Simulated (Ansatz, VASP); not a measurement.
## Two plane-wave programs on Ru

File INCAR:

```
PREC = Accurate
ENCUT = 600
EDIFF = 1E-6
ISMEAR = 0
SIGMA = 0.1
LREAL = F
LASPH = T
NELM = 100
ALGO = Normal
ISIF = 3
LWAVE = F
LCHARG = F
GGA = PS
IBRION = 2
NSW = 80
EDIFFG = -0.05
```

The input KPOINTS:

```
regular mesh
0
Gamma
  8 8 8
```

File POSCAR:

```
Ru
1.0
    0.0000000000      1.9610803102      1.9610803102
    1.9610803102      0.0000000000      1.9610803102
    1.9610803102      1.9610803102      0.0000000000
Ru
1
Direct
    0.0000000000      0.0000000000      0.0000000000
```

Input for Ansatz:

```yaml
crystal:
  lattice:
    - [0.0, 1.9610803102, 1.9610803102]
    - [1.9610803102, 0.0, 1.9610803102]
    - [1.9610803102, 1.9610803102, 0.0]
  atoms:
    - { symbol: Ru, position: [0.0, 0.0, 0.0] }
basis:
  ecutwfc: 420
kpoints:
  mp_grid: { grid: [8, 8, 8] }
hamiltonian:
  xc: pbesol
scf:
  occupations: { method: gaussian, width: 0.1 }
output:
  forces: true
  stress: true
  eigenvalues: true
relax:
  adjacent_minimum: "off"
  f_tol: 0.05
  max_steps: 60
  cell: { stress_tol: 0.5 }
```

Alike in both runs: task relaxation of cell and atoms; functional PBEsol; k mesh 8 × 8 × 8; occupations gaussian, width 0.1 eV; no spin polarisation.

```csv
,VASP,Ansatz
version,VASP 6.6.1,Ansatz 0.2.0
potentials or method,"VASP PAW PBE potentials, release 64 (Ru_pv)","scalar-relativistic, plane waves, PAW"
plane-wave cutoff (eV),600,420
valence electrons in the cell,14,16
```

|  | VASP | Ansatz | Ansatz less VASP |
| --- | --- | --- | --- |
| gap on the k mesh at the Fermi level, each at its own relaxed structure (eV) | none | none | - |
| relaxed volume (Å³/atom) | 13.34 | 13.34 | +0.004 |
| relaxed cell length with the largest relative difference (Å) | 2.662 | 2.662 | +0.0003 |
| energy change over the relaxation (meV/atom) | -193 | -192 | +1.1 |

A gap of «none» marks a metal or a gap that the smearing closes. The two sets of potentials don't hold the same shells in valence.

Caveats: the PAW data sets were made with another functional, which shifts forces and pressure a little (VASP).
